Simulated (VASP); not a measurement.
# Be: relaxation of cell and atoms with PBEsol

Be:

```xyz
1
Lattice="0.0000 1.5791 1.5791 1.5791 0.0000 1.5791 1.5791 1.5791 0.0000" Properties=species:S:1:pos:R:3 pbc="T T T"
Be    0.0000    0.0000    0.0000
```

The cell was built by a generator and needn't be a form met in nature.

* Program: VASP 6.6.1
* Task: relaxation of cell and atoms
* Functional: PBEsol
* Potentials or basis: VASP PAW PBE potentials, release 64 (Be)
* Cutoff: 600 eV
* k mesh: 14 × 14 × 14
* Occupations: methfessel-paxton, width 0.1 eV
* Spin: no spin polarisation
* Further INCAR settings: ALGO = Normal; EDIFF = 1e-07; IBRION = 2; EDIFFG = -0.01; NSW = 60; ISIF = 3

The relaxed volume is 7.82 Å³/atom, the relaxed cell is a = 2.228 Å, b = 2.228 Å, c = 2.228 Å, α = 60.00°, β = 60.00°, γ = 60.00° and the space group after relaxing (to 0.05 Å) is Fm-3m (No. 225). The energy gained by relaxing is 0.2 meV/atom and the ionic steps are 2. The pressure after relaxing is -0.1 GPa. The band gap on the k mesh is none (metal or under the smearing width).

The path:
```csv
step,energy change (eV),largest force (eV/Å),pressure (GPa),volume (Å³)
1,0.0000,0.0000,-1.03,7.87
2,-0.0002,0.0000,-0.13,7.82
```

Final structure:
```
CELL_PARAMETERS angstrom
0.00000 1.57518 1.57518
1.57518 0.00000 1.57518
1.57518 1.57518 0.00000
ATOMIC_POSITIONS crystal
Be 0.00000 0.00000 0.00000
```

Levels at points of the mesh, in eV from the Fermi level:
```csv
k point,band 1,band 2,band 3,band 4,band 5
"(0.00, 0.00, 0.00)",-11.82,19.64,19.64,19.64,29.34
"(0.50, 0.00, 0.00)",-5.25,0.14,16.68,16.68,26.46
"(0.50, 0.50, 0.00)",-2.61,3.96,9.66,9.66,15.34
```

Wall time 6.4 s on 1 thread of Intel(R) Xeon(R) Platinum 8488C (Sapphire Rapids), on a shared host, peak memory 0.11 GiB.

Caveat: the PAW data sets were made with another functional, which shifts forces and pressure a little.
